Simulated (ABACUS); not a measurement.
The system is LiCl.

```
Cl Li
1.0
     0.00000    2.56477    2.56477
     2.56477    0.00000    2.56477
     2.56477    2.56477    0.00000
Cl Li
1 1
Direct
  0.50000 0.50000 0.50000
  0.00000 0.00000 0.00000
```

Below is the output of ABACUS 3.10.1 for this cell. Logs are shortened: lines on timing, memory, paths and dates and some standing lists are left out, and cuts for length are marked.

```text
ABACUS v3.10.1

               Atomic-orbital Based Ab-initio Computation at UStc

 ------------------------------------------------------------------------------------

 READING GENERAL INFORMATION
                           global_out_dir = OUT.LiCl/
                           global_in_card = INPUT
                               pseudo_dir = ./
[... 8 lines left out ...]

 READING ATOM TYPE 1
                               atom label = Cl
                      L=0, number of zeta = 2
                      L=1, number of zeta = 2
                      L=2, number of zeta = 1
             number of atom for this type = 1

 READING ATOM TYPE 2
                               atom label = Li
                      L=0, number of zeta = 3
                      L=1, number of zeta = 1
             number of atom for this type = 1

                        TOTAL ATOM NUMBER = 2
DIRECT COORDINATES
    atom                   x                   y                   z     mag                  vx                  vy                  vz
taud_Cl1            0.5000000000        0.5000000000        0.5000000000  0.0000        0.0000000000        0.0000000000        0.0000000000
taud_Li1            0.0000000000        0.0000000000        0.0000000000  0.0000        0.0000000000        0.0000000000        0.0000000000

                          Volume (Bohr^3) = 227.705
                             Volume (A^3) = 33.7423

 Lattice vectors: (Cartesian coordinate: in unit of a_0)
                   +0            +2.56477            +2.56477
             +2.56477                  +0            +2.56477
             +2.56477            +2.56477                  +0
 Reciprocal vectors: (Cartesian coordinate: in unit of 2 pi/a_0)
            -0.194949           +0.194949           +0.194949
            +0.194949           -0.194949           +0.194949
            +0.194949           +0.194949           -0.194949
[... 306 lines left out ...]
 E_KohnSham     -47.4687091484       -645.8449211234
 E_KS(sigma->0) -47.4687091484       -645.8449211234
 E_Harris       -47.4687095579       -645.8449266939
 E_band         -7.6032703093        -103.4477996405
 E_one_elec     -10.4954811009       -142.7983462232
 E_Hartree      7.6116279216         103.5615107896
 E_xc           -12.4299925124       -169.1187242662
 E_Ewald        -32.1548634567       -437.4893614236
 E_entropy(-TS) 0.0000000000         0.0000000000
 E_descf        0.0000000000         0.0000000000
 E_exx          0.0000000000         0.0000000000
 E_Fermi        0.4043465408         5.5014169221
----------------------------------------------------------

 charge density convergence is achieved
 final etot is -645.84492112 eV
 EFERMI = 5.5014169221 eV

 STATE ENERGY(eV) AND OCCUPATIONS    NSPIN == 1
 1/29 kpoint (Cartesian) = 0.0000 0.0000 0.0000 (959 pws)
       1       -41.9001     0.00390625
       2       -11.6979     0.00390625
       3        1.70845     0.00390625
       4        1.70845     0.00390625
       5        1.70845     0.00390625
       6        8.30393    1.77594e-27
       7        14.8046    6.09447e-84
       8        14.8046    6.09447e-84
       9        14.8046    6.09447e-84
      10        16.5800        0.00000
      11        16.5800        0.00000
      12        16.5800        0.00000
      13        16.7035        0.00000
      14        16.7035        0.00000
      15        33.9023        0.00000
[... 71 lines left out ...]
       2       -11.5959      0.0234375
       3        1.23459      0.0234375
       4        1.52623      0.0234375
       5        1.52623      0.0234375
       6        8.99979    9.62485e-33
       7        13.2710    7.65399e-70
       8        14.3169    6.30434e-79
       9        14.3169    6.30434e-79
      10        14.3325    4.61560e-79
      11        16.9514        0.00000
      12        17.9662        0.00000
      13        17.9662        0.00000
      14        20.8940        0.00000
      15        32.6390        0.00000

[... levels at 23 further k points ...]

 correction force for each atom along direction 1 is 1.25588e-14
 correction force for each atom along direction 2 is 1.83129e-14
 correction force for each atom along direction 3 is 1.93107e-14
------------------------------------------------------------------------------------------
 TOTAL-FORCE (eV/Angstrom)
------------------------------------------------------------------------------------------
                       Cl1         0.0000000000         0.0000000000         0.0000000000
                       Li1         0.0000000000         0.0000000000         0.0000000000
------------------------------------------------------------------------------------------

----------------------------------------------------------------
 TOTAL-STRESS (KBAR)
----------------------------------------------------------------
         9.2757554450         0.0000000000         0.0000000000
         0.0000000000         9.2757554450         0.0000000000
         0.0000000000        -0.0000000000         9.2757554450
----------------------------------------------------------------
 TOTAL-PRESSURE: 9.275755 KBAR

 --------------------------------------------
 !FINAL_ETOT_IS -645.8449211233547658 eV
 --------------------------------------------
```

Question: Write the input and the command behind it.

Answer: Single point with PBE, no spin polarisation. The files as run (others can give the same):

run_abacus.py
```python
"""ABACUS run from a structure file: ASE reads it, the script writes STRU, KPT and INPUT."""
import re
import subprocess
from ase.io import read
from ase.units import Bohr

atoms = read("POSCAR")
atoms = atoms[(-atoms.numbers).argsort(kind="stable")]  # ABACUS lists atoms element by element
pseudo = {'Cl': 'Cl.upf', 'Li': 'Li.upf'}
orbital = {'Cl': 'Cl_confined-atom_7au_2s2p1d.orb', 'Li': 'Li_confined-atom_8au_3s1p.orb'}
magmoms = None
kmesh = [8, 8, 8]
params = {
    'suffix': 'LiCl',
    'calculation': 'scf',
    'basis_type': 'lcao',
    'pseudo_dir': './',
    'orbital_dir': './',
    'symmetry': 1,
    'dft_functional': 'pbe',
    'ecutwfc': 100,
    'pseudo_rcut': 10,
    'nspin': 1,
    'nbands': 15,
    'ks_solver': 'genelpa',
    'smearing_method': 'fd',
    'smearing_sigma': 0.00367493,
    'scf_thr': 1e-07,
    'scf_nmax': 100,
    'mixing_type': 'broyden',
    'mixing_beta': 0.7,
    'cal_force': 1,
    'cal_stress': 1,
    'out_mul': 1,
    'out_chg': 1,
}

symbols = atoms.get_chemical_symbols()
elements = list(dict.fromkeys(symbols))
lines = ["ATOMIC_SPECIES"] + [f"{e} {atoms.get_masses()[symbols.index(e)]:.4f} {pseudo[e]}" for e in elements]
if orbital:
    lines += ["", "NUMERICAL_ORBITAL"] + [orbital[e] for e in elements]
lines += ["", "LATTICE_CONSTANT", f"{1 / Bohr:.10f}", "", "LATTICE_VECTORS"]
lines += [" ".join(f"{x:.10f}" for x in v) for v in atoms.cell]
lines += ["", "ATOMIC_POSITIONS", "Direct"]
for e in elements:
    lines += ["", e, "0.0", str(symbols.count(e))]
    for i, p in enumerate(atoms.get_scaled_positions(wrap=False)):
        if symbols[i] == e:
            mag = "" if magmoms is None else " mag " + " ".join(str(x) for x in (magmoms[i] if isinstance(magmoms[i], list) else [magmoms[i]]))
            lines.append(" ".join(f"{x:.10f}" for x in p) + " 1 1 1" + mag)
open("STRU", "w").write("\n".join(lines) + "\n")
open("KPT", "w").write("K_POINTS\n0\nGamma\n%d %d %d 0 0 0\n" % tuple(kmesh))
open("INPUT", "w").write("INPUT_PARAMETERS\n" + "".join(f"{k:<20s}{v}\n" for k, v in params.items()))

done = subprocess.run(['mpirun', '-np', '4', 'abacus'])
if done.returncode:
    raise SystemExit(done.returncode)
log = open("OUT.LiCl/running_scf.log").read()
print("final energy (eV):", re.findall(r"FINAL_ETOT_IS (\S+)", log))
```

POSCAR
```
LiCl
1.0
    0.0000000000      2.5647700000      2.5647700000
    2.5647700000      0.0000000000      2.5647700000
    2.5647700000      2.5647700000      0.0000000000
Cl Li
1 1
Direct
    0.5000000000      0.5000000000      0.5000000000
    0.0000000000      0.0000000000      0.0000000000
```

Potentials or basis: PseudoDojo NC SR 0.4.1 PBE standard, DZP LCAO (the cutoffs set its grid).
Command:
```console
$ OMP_NUM_THREADS=1 python run_abacus.py > log
```

Caveat: the atomic orbitals were generated for these runs and aren't a published set; the basis of atomic orbitals isn't converged, which shifts pressures, moduli and gaps.
